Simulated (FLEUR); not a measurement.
# Ta (Im-3m) in FLEUR: further runs, part 2 of 2

FLEUR MaX-R8.1 (later development tree). Earlier steps stand in the parts before.

## Step 6: Equation of state, r2SCAN, 18.73 Å³/atom (volume scaled by 1.04)

The input, inp.xml:

```xml
<?xml version="1.0" encoding="UTF-8" standalone="no"?>
<fleurInput fleurInputVersion="0.39">
   <comment>
      Ta                                                                                                  
   </comment>
   <calculationSetup>
      <cutoffs Kmax="4.1" Gmax="12.7" GmaxXC="12.7" numbands="0"/>
      <scfLoop itmax="60" minDistance="0.00001" maxIterBroyd="15" imix="Anderson" alpha="0.05" precondParam="0.0" spinf="2.0" sdNocoIR="T"/>
      <coreElectrons ctail="F" frcor="F" kcrel="0" coretail_lmax="0"/>
      <xcFunctional name="LibXC" relativisticCorrections="F">
         <LibXCName exchange="mgga_x_r2scan" correlation="mgga_c_r2scan"/>
         <AuxGGA exchange="117" correlation="130"/>
      </xcFunctional>
      <magnetism jspins="1"/>
      <soc l_soc="F" theta="0.0" phi="0.0" spav="F"/>
      <expertModes spex="0" secvar="F"/>
      <geometryOptimization l_f="F" forcealpha="1.0" forcemix="BFGS" epsdisp="0.00001" epsforce="0.00001"/>
      <ldaU l_linMix="F" mixParam="0.05" spinf="1.0"/>
   </calculationSetup>
   <cell>
      <bzIntegration valenceElectrons="27.0" mode="hist" fermiSmearingEnergy="0.00183747">
         <kPointListSelection listName="default-1"/>
         <!-- k-points included here -->
         <xi:include xmlns:xi="http://www.w3.org/2001/XInclude" href="kpts.xml"> </xi:include>
      </bzIntegration>
      <!-- symmetry operations included here -->
      <xi:include xmlns:xi="http://www.w3.org/2001/XInclude" href="sym.xml"> </xi:include>
      <bulkLattice scale="1.0131594038">
         <bravaisMatrix>
            <row-1>   -3.1204669550294879     3.1204669550294879     3.1204669550294879</row-1>
            <row-2>    3.1204669550294879    -3.1204669550294879     3.1204669550294879</row-2>
            <row-3>    3.1204669550294879     3.1204669550294879    -3.1204669550294879</row-3>
         </bravaisMatrix>
      </bulkLattice>
   </cell>
   <atomSpecies>
      <species name="Tantalum (Ta)" element="Ta" atomicNumber="73">
         <mtSphere radius="2.45" gridPoints="827" logIncrement="0.016"/>
         <atomicCutoffs lmax="10" lnonsphr="8"/>
         <electronConfig flipSpins="F">
            <coreConfig>(1s1/2) (2s1/2) (2p1/2) (2p3/2) (3s1/2) (3p1/2) (3p3/2) (4s1/2) (3d3/2) (3d5/2) (4p1/2) (4p3/2) (4d3/2) (4d5/2)</coreConfig>
            <valenceConfig>(5s1/2) (5p1/2) (5p3/2) (6s1/2) (4f5/2) (4f7/2) (5d3/2) (5d5/2)</valenceConfig>
            <stateOccupation state="(5d3/2)" spinUp="0.600000" spinDown="0.600000"/>
            <stateOccupation state="(5d5/2)" spinUp="0.900000" spinDown="0.900000"/>
         </electronConfig>
         <energyParameters s="6" p="6" d="5" f="4"/>
         <lo type="SCLO" l="0" n="5" eDeriv="0"/>
         <lo type="SCLO" l="1" n="5" eDeriv="0"/>
         <lo type="SCLO" l="2" n="5" eDeriv="2"/>
         <lo type="SCLO" l="3" n="4" eDeriv="2"/>
      </species>
   </atomSpecies>
   <atomGroups>
      <atomGroup species="Tantalum (Ta)">
         <relPos label="                   1">.0000000000 .0000000000 .0000000000</relPos>
         <force calculate="T" relaxXYZ="TTT"/>
      </atomGroup>
   </atomGroups>
   <output dos="F" band="F" slice="F">
      <checks vchk="F" cdinf="F"/>
      <bandDOS minEnergy="-.5*Htr" maxEnergy="0.5*Htr" sigma="0.015" storeEVData="T"/>
      <vacuumDOS vacdos="F" integ="F" star="F" nstars="0" locx1="0.0" locy1="0.0" locx2="0.0" locy2="0.0" nstm="0" tworkf="0.0"/>
      <unfoldingBand unfoldBand="F" supercellX="1" supercellY="1" supercellZ="1"/>
      <plotting iplot="0" polar="F">
         <plot TwoD="T" vec1="  1.0  0.0  0.0" vec2="  0.0  1.0  0.0" vec3="  0.0  0.0  1.0" zero="  0.0  0.0  0.0" file="plot"/>
      </plotting>
      <chargeDensitySlicing numkpt="0" minEigenval="0.0" maxEigenval="0.0" nnne="0" pallst="F"/>
      <specialOutput eonly="F"/>
      <moessbauerParams electricFieldGradient="T" isomerShift="T" coreHyperfine="T" valenceHyperfine="T"/>
      <magneticCircularDichroism mcd="F" energyLo="-10.0" energyUp="0.0"/>
   </output>
  <!-- We include the file relax.xml here to enable relaxations (see documentation) -->
  <xi:include xmlns:xi="http://www.w3.org/2001/XInclude" href="relax.xml"> <xi:fallback/> </xi:include>
</fleurInput>
```

Potentials or basis: all-electron, FLAPW.

Started as:

```console
$ inpgen -f crystal.txt -profile fastHighL
$ # inp.xml edited to the form shown
$ fleur_MPI
```

Run time: 20 s. Hardware: 1 thread of Arm Neoverse V1, shared host; peak memory 0.09 GiB.

It converged, with:

* Free energy: -425173.8738 eV
* Band gap on the k mesh: none (metal or under the smearing width)
* Valence electrons inside the program's atomic spheres: Ta 24.62 (radii Ta 2.45 bohr)

Caveat: the meta-GGA is that of a development version, with a GGA for the radial functions and cores and without core tails.

## Step 7: Equation of state, r2SCAN, 19.09 Å³/atom (volume scaled by 1.06)

Changes to inp.xml since step 6:

```diff
@@ -27,3 +27,3 @@
       <xi:include xmlns:xi="http://www.w3.org/2001/XInclude" href="sym.xml"> </xi:include>
-      <bulkLattice scale="1.0131594038">
+      <bulkLattice scale="1.0196128224">
          <bravaisMatrix>
```

Started as:

```console
$ inpgen -f crystal.txt -profile fastHighL
$ # inp.xml edited to the form shown
$ fleur_MPI
```

Run time: 20 s. Hardware: 1 thread of Arm Neoverse V1, shared host; peak memory 0.09 GiB.

It converged, with:

```yaml
Free_energy: -425173.8537 eV
Band_gap_on_the_k_mesh: none (metal or under the smearing width)
Valence_electrons_inside_the_program's_atomic_spheres: Ta 24.59 (radii Ta 2.45 bohr)
```

Caveat: the meta-GGA is that of a development version, with a GGA for the radial functions and cores and without core tails.

## Step 8: Equation of state, r2SCAN

Potentials or basis: all-electron, FLAPW.

No new run: the results of the series are fitted here.

Results:

* Equilibrium volume: 18.00 Å³/atom
* Bulk modulus: 198 GPa

Energy against volume, from the lowest point:
| volume (Å³/atom) | energy (meV/atom) |
| --- | --- |
| 16.930 | 43.15 |
| 17.290 | 18.24 |
| 18.010 | 0.00 |
| 18.731 | 17.35 |
| 19.091 | 37.45 |

Caveat: the meta-GGA is that of a development version, with a GGA for the radial functions and cores and without core tails. The run has no spin-orbit coupling, so splittings on Ta are missing.

## Step 9: Band structure, r2SCAN, spin-orbit coupling, no magnetisation

Changes to inp.xml since step 7:

```diff
@@ -6,3 +6,3 @@
    <calculationSetup>
-      <cutoffs Kmax="4.1" Gmax="12.7" GmaxXC="12.7" numbands="0"/>
+      <cutoffs Kmax="4.1" Gmax="12.7" GmaxXC="12.7" numbands="all"/>
       <scfLoop itmax="60" minDistance="0.00001" maxIterBroyd="15" imix="Anderson" alpha="0.05" precondParam="0.0" spinf="2.0" sdNocoIR="T"/>
@@ -14,3 +14,3 @@
       <magnetism jspins="1"/>
-      <soc l_soc="F" theta="0.0" phi="0.0" spav="F"/>
+      <soc l_soc="T" theta="0.0" phi="0.0" spav="F"/>
       <expertModes spex="0" secvar="F"/>
@@ -27,3 +27,3 @@
       <xi:include xmlns:xi="http://www.w3.org/2001/XInclude" href="sym.xml"> </xi:include>
-      <bulkLattice scale="1.0196128224">
+      <bulkLattice scale="1.0">
          <bravaisMatrix>
@@ -37,3 +37,3 @@
       <species name="Tantalum (Ta)" element="Ta" atomicNumber="73">
-         <mtSphere radius="2.45" gridPoints="827" logIncrement="0.016"/>
+         <mtSphere radius="2.5" gridPoints="827" logIncrement="0.016"/>
          <atomicCutoffs lmax="10" lnonsphr="8"/>
```

The input, crystal.txt:

```
Ta
&input cartesian=F /
-1.6512800000  1.6512800000  1.6512800000
1.6512800000  -1.6512800000  1.6512800000
1.6512800000  1.6512800000  -1.6512800000
1.8897261246
1.0 1.0 1.0

1
73 0.0000000000  0.0000000000  0.0000000000

&soc 0.0 0.0 /
&kpt div1=8 div2=8 div3=8 gamma=T /
```

The input, inp.xml (bands):

```
<?xml version="1.0" encoding="UTF-8" standalone="no"?>
<fleurInput fleurInputVersion="0.39">
   <comment>
      Ta                                                                                                  
   </comment>
   <calculationSetup>
      <cutoffs Kmax="4.1" Gmax="12.7" GmaxXC="12.7" numbands="all"/>
      <scfLoop itmax="60" minDistance="0.00001" maxIterBroyd="15" imix="Anderson" alpha="0.05" precondParam="0.0" spinf="2.0" sdNocoIR="T"/>
      <coreElectrons ctail="F" frcor="F" kcrel="0" coretail_lmax="0"/>
      <xcFunctional name="LibXC" relativisticCorrections="F">
         <LibXCName exchange="mgga_x_r2scan" correlation="mgga_c_r2scan"/>
         <AuxGGA exchange="117" correlation="130"/>
      </xcFunctional>
      <magnetism jspins="1"/>
      <soc l_soc="T" theta="0.0" phi="0.0" spav="F"/>
      <expertModes spex="0" secvar="F"/>
      <geometryOptimization l_f="F" forcealpha="1.0" forcemix="BFGS" epsdisp="0.00001" epsforce="0.00001"/>
      <ldaU l_linMix="F" mixParam="0.05" spinf="1.0"/>
   </calculationSetup>
   <cell>
      <bzIntegration valenceElectrons="27.0" mode="hist" fermiSmearingEnergy="0.00183747">
         <kPointListSelection listName="path-1"/>
         <!-- k-points included here -->
         <xi:include xmlns:xi="http://www.w3.org/2001/XInclude" href="kpts.xml"> </xi:include>
      </bzIntegration>
      <!-- symmetry operations included here -->
      <xi:include xmlns:xi="http://www.w3.org/2001/XInclude" href="sym.xml"> </xi:include>
      <bulkLattice scale="1.0">
         <bravaisMatrix>
            <row-1>   -3.1204669550294879     3.1204669550294879     3.1204669550294879</row-1>
            <row-2>    3.1204669550294879    -3.1204669550294879     3.1204669550294879</row-2>
            <row-3>    3.1204669550294879     3.1204669550294879    -3.1204669550294879</row-3>
         </bravaisMatrix>
      </bulkLattice>
   </cell>
   <atomSpecies>
      <species name="Tantalum (Ta)" element="Ta" atomicNumber="73">
         <mtSphere radius="2.5" gridPoints="827" logIncrement="0.016"/>
         <atomicCutoffs lmax="10" lnonsphr="8"/>
         <electronConfig flipSpins="F">
            <coreConfig>(1s1/2) (2s1/2) (2p1/2) (2p3/2) (3s1/2) (3p1/2) (3p3/2) (4s1/2) (3d3/2) (3d5/2) (4p1/2) (4p3/2) (4d3/2) (4d5/2)</coreConfig>
            <valenceConfig>(5s1/2) (5p1/2) (5p3/2) (6s1/2) (4f5/2) (4f7/2) (5d3/2) (5d5/2)</valenceConfig>
            <stateOccupation state="(5d3/2)" spinUp="0.600000" spinDown="0.600000"/>
            <stateOccupation state="(5d5/2)" spinUp="0.900000" spinDown="0.900000"/>
         </electronConfig>
         <energyParameters s="6" p="6" d="5" f="4"/>
         <lo type="SCLO" l="0" n="5" eDeriv="0"/>
         <lo type="SCLO" l="1" n="5" eDeriv="0"/>
         <lo type="SCLO" l="2" n="5" eDeriv="2"/>
         <lo type="SCLO" l="3" n="4" eDeriv="2"/>
      </species>
   </atomSpecies>
   <atomGroups>
      <atomGroup species="Tantalum (Ta)">
         <relPos label="                   1">.0000000000 .0000000000 .0000000000</relPos>
         <force calculate="T" relaxXYZ="TTT"/>
      </atomGroup>
   </atomGroups>
   <output dos="F" band="T" slice="F">
      <checks vchk="F" cdinf="F"/>
      <bandDOS minEnergy="-.5*Htr" maxEnergy="0.5*Htr" sigma="0.015" storeEVData="T"/>
      <vacuumDOS vacdos="F" integ="F" star="F" nstars="0" locx1="0.0" locy1="0.0" locx2="0.0" locy2="0.0" nstm="0" tworkf="0.0"/>
      <unfoldingBand unfoldBand="F" supercellX="1" supercellY="1" supercellZ="1"/>
      <plotting iplot="0" polar="F">
         <plot TwoD="T" vec1="  1.0  0.0  0.0" vec2="  0.0  1.0  0.0" vec3="  0.0  0.0  1.0" zero="  0.0  0.0  0.0" file="plot"/>
      </plotting>
      <chargeDensitySlicing numkpt="0" minEigenval="0.0" maxEigenval="0.0" nnne="0" pallst="F"/>
      <specialOutput eonly="F"/>
      <moessbauerParams electricFieldGradient="T" isomerShift="T" coreHyperfine="T" valenceHyperfine="T"/>
      <magneticCircularDichroism mcd="F" energyLo="-10.0" energyUp="0.0"/>
   </output>
  <!-- We include the file relax.xml here to enable relaxations (see documentation) -->
  <xi:include xmlns:xi="http://www.w3.org/2001/XInclude" href="relax.xml"> <xi:fallback/> </xi:include>
</fleurInput>
```

Potentials or basis: all-electron, FLAPW.

Started as:

```console
$ inpgen -f crystal.txt -profile fastHighL
$ # inp.xml edited to the form shown
$ fleur_MPI
$ fleur_MPI   # second run, on inp.xml (bands)
```

Wall time 5.2 min (1 thread of Arm Neoverse V1, shared host); peak memory 0.16 GiB.

The run converged. Its results:

- Free energy: -425174.7950 eV
- Band gap along the path: none (metal or under the smearing width)
- Valence electrons inside the program's atomic spheres: Ta 24.88 (radii Ta 2.5 bohr)

Levels at the corners of the path, in eV from the Fermi level:
```
point  band 24  band 25  band 26  band 27  band 28  band 29
    Γ    -8.32     0.66     0.66     0.66     0.66     1.09
    H    -3.96    -3.96    -3.96     6.89     6.89     6.89
    N    -4.57    -1.60    -1.60     1.49     1.49     4.17
    Γ    -8.32     0.66     0.66     0.66     0.66     1.09
    P    -1.72    -1.16    -1.16    -1.16    -1.16     5.44
    H    -3.96    -3.96    -3.96     6.89     6.89     6.89
    P    -1.72    -1.16    -1.16    -1.16    -1.16     5.44
    N    -4.57    -1.60    -1.60     1.49     1.49     4.17
```

Core levels (eV from the Fermi level):
| atom | levels |
| --- | --- |
| 1 Ta | 1s1/2 -67276.3, 2s1/2 -11546.0, 2p1/2 -11032.1, 2p3/2 -9761.8, 3s1/2 -2640.2, 3p1/2 -2412.3, 3p3/2 -2138.8, 4s1/2 -533.5, 3d3/2 -1754.9, 3d5/2 -1695.3, 4p1/2 -439.5, 4p3/2 -376.6, 4d3/2 -222.5, 4d5/2 -210.9 |

Caveat: the meta-GGA is that of a development version, with a GGA for the radial functions and cores and without core tails.

## Step 10: Against experiment

Step 8. Measured bulk modulus of Ta: 194 GPa (quoted in “Refinement of the equation of state of tantalum”, 2004, arxiv:cond-mat/0403080). This calculation gives 198 GPa (+2.3 %). The fit is for a static lattice scaled at fixed shape and fixed fractional positions.
